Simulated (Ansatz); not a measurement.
## Ag under pressure: fit and missing row

Ag, R-3m, a = 2.869 Å, c = 21.059 Å. This isn't the element's structure at ambient conditions. Ansatz: PBEsol, PAW, 420 eV, Γ-centred 18×18×18 mesh on 3 atoms, Gaussian smearing 0.10 eV; no spin polarisation. Cell and atoms are relaxed at each pressure, and no other structure is tried, so the rows at high pressure may lie past a change of phase.

```
V (Å³/atom) P (GPa)
          ?    40.02
     14.783    19.98
     15.556    10.00
     16.055     5.00
     16.410     2.00
     16.677     0.00
     16.977    -2.00
```

Task: Take V0 = 16.677 Å³/atom, fit the third-order Birch–Murnaghan form to the other rows, and predict the missing volume.

Result: With the Eulerian strain f = ½[(V0/V)^(2/3) − 1] and y = P/[3f(1 + 2f)^(5/2)], the form is the line y = B0 + 1.5 B0 (B0′ − 4) f. Rows (f, y): 0.04184, 130.2; 0.02374, 125.0; 0.01283, 121.9; 0.00541, 120.0; -0.00591, 116.2. Means f = 0.01558, y = 122.66; Σ(Δf)² = 0.001329, ΣΔfΔy = 0.3851; the slope is their ratio. y = 118.1 + 289.7 f GPa, so B0 = 118.1 GPa and B0′ = 4 + 2 × (289.7)/(3 × 118.1) = 5.64. P = 40.02 GPa is met at f = 0.06964 (y = 138.27), so V = V0 (1 + 2f)^(−3/2) = 13.714 Å³/atom. The run gave 13.717 Å³/atom, so the fit is 0.003 Å³/atom too low, a small miss on the scale of the series. The form still works here, 91 % of the fitted range beyond its end.